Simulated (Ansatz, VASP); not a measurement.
**Sb: VASP beside Ansatz**

```
Sb
1.0
     0.00000    2.34544    2.34544
     2.34544    0.00000    2.34544
     2.34544    2.34544    0.00000
Sb
1
Direct
  0.00000 0.00000 0.00000
```

Alike in both runs: functional LDA; k mesh 12 × 12 × 12; occupations fermi-dirac, width 0.005 eV; no spin polarisation.

Ansatz relaxed the structure, and its values are those at the end. VASP's run is a single point on that final structure, the one shown.

|  | VASP | Ansatz |
| --- | --- | --- |
| version | VASP 6.6.1 | Ansatz 0.2.0 |
| potentials or method | VASP PAW LDA potentials, release 64 (Sb), cutoff 520 eV | all-electron LAPW, scalar-relativistic |

|  | VASP | Ansatz | Ansatz less VASP |
| --- | --- | --- | --- |
| pressure (GPa) | 0.1 | 0.0 | -0.06 |

Ansatz ran all-electron here, so the differences hold the error of VASP's frozen core and of both bases.

Spin-orbit coupling is left out, which matters for the levels of Sb.
